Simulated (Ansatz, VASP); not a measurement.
**One calculation of Hf3N, two programs**

The input INCAR:

```
PREC     = Accurate       # precision mode
ENCUT    = 520            # plane-wave cutoff, eV
EDIFF    = 1E-6           # SCF threshold, eV
ISMEAR   = 0              # smearing method
SIGMA    = 0.1            # smearing width, eV
LREAL    = False          # projectors in reciprocal space
LASPH    = True           # aspherical terms in the spheres
NELM     = 100            # most SCF steps
ALGO     = Normal         # electronic algorithm
ISIF     = 2              # what is computed and relaxed
LWAVE    = False          # write WAVECAR
LCHARG   = False          # write CHGCAR
GGA      = PS             # functional
NBANDS   = 26             # bands
```

File KPOINTS:

```
Automatic mesh
0
Gamma
  15 15 6
```

The input POSCAR:

```
Hf3N
1.0
    3.0664776810      0.0000000000      0.0000000000
   -1.5332388406      2.6556475719      0.0000000000
    0.0000000000      0.0000000000      7.6091338475
Hf N
3 1
Direct
    0.0000000000      0.0000000000      0.5000000000
    0.3333333300      0.6666666700      0.1739300000
    0.6666666700      0.3333333300      0.8260700000
    0.0000000000      0.0000000000      0.0000000000
```

Input for Ansatz:

```yaml
crystal:
  lattice:
    - [3.066477681, 0.0, 0.0]
    - [-1.5332388406, 2.6556475719, 0.0]
    - [0.0, 0.0, 7.6091338475]
  atoms:
    - { symbol: Hf, position: [0.0, 0.0, 0.5] }
    - { symbol: Hf, position: [0.33333333, 0.66666667, 0.17393] }
    - { symbol: Hf, position: [0.66666667, 0.33333333, 0.82607] }
    - { symbol: "N", position: [0.0, 0.0, 0.0] }
basis:
  ecutwfc: 420
kpoints:
  mp_grid: { grid: [15, 15, 6] }
hamiltonian:
  xc: pbesol
scf:
  occupations: { method: gaussian, width: 0.1 }
output:
  forces: true
  stress: true
  eigenvalues: true
```

Alike in both runs: task single point; functional PBEsol; k mesh 15 × 15 × 6; occupations gaussian, width 0.1 eV; no spin polarisation.

|  | VASP | Ansatz |
| --- | --- | --- |
| version | VASP 6.6.1 | Ansatz 0.2.0 |
| potentials or method | VASP PAW PBE potentials, release 64 (Hf_pv, N) | scalar-relativistic, plane waves, PAW |
| plane-wave cutoff (eV) | 520 | 420 |
| valence electrons in the cell | 35 | 83 |

```tsv
	VASP	Ansatz	Ansatz less VASP
gap on the k mesh at the Fermi level (eV)	none	none	-
pressure (GPa)	12.6	13.5	+0.91
largest component of the traceless stress (GPa)	2.55	2.65	+0.096
rms of the force components (eV/Å)	0.480	0.448	-0.0325
```

Atom by atom the forces differ by 0.032 eV/Å (rms over components). A gap of «none» marks a metal or a gap that the smearing closes. The two sets of potentials don't hold the same shells in valence.

Caveats: the PAW data sets were made with another functional, which shifts forces and pressure a little (VASP). The runs have no spin-orbit coupling, so splittings on Hf are missing.
